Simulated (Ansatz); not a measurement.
# Ge: the cost of one run

Program: Ansatz 0.2.0. Level of theory: DFT r2SCAN, scalar-relativistic, plane waves, PAW. These are calculated values, not measurements.

The COD cell was measured well above room temperature, so it is larger than a cold one.

## (1) The structure to begin with

Symmetry: Im-3m, No. 229, cubic system. The conventional cell has a = 3.690 Å, b = 3.690 Å, c = 3.690 Å, α = 90.00°, β = 90.00°, γ = 90.00°. Ge (site symmetry m-3m) is surrounded by 8 Ge at 3.20 Å.

Coordinates:

```
Ge
1.0
    -1.84523    1.84523    1.84523
     1.84523   -1.84523    1.84523
     1.84523    1.84523   -1.84523
Ge
1
Direct
  0.00000 0.00000 0.00000
```

This is candidate A: bcc type (Im-3m, No. 229).

(A quick probe on a coarse mesh, which set the mesh and smearing, is not shown.)

## (3) Coarse relaxation (candidate A)

Input file input.yaml:

```yaml
crystal:
  lattice:
    - [-1.8452277143, 1.8452277143, 1.8452277143]
    - [1.8452277143, -1.8452277143, 1.8452277143]
    - [1.8452277143, 1.8452277143, -1.8452277143]
  atoms:
    - { symbol: Ge, position: [0.0, 0.0, 0.0] }
basis:
  ecutwfc: 500
kpoints:
  mp_grid: { grid: [6, 6, 6] }
hamiltonian:
  xc: r2scan
scf:
  occupations: { method: gaussian, width: 0.1 }
  lower_state_search: "off"
output:
  forces: true
  stress: true
  eigenvalues: true
relax:
  adjacent_minimum: "off"
  f_tol: 0.04
  max_steps: 70
  cell: { stress_tol: 0.4 }
```

**Question.** How long does this run take on 1 thread of an x86-64 CPU, shared host, and how much memory does it need?

About 3.2 s, with a peak of 0.37 GiB.
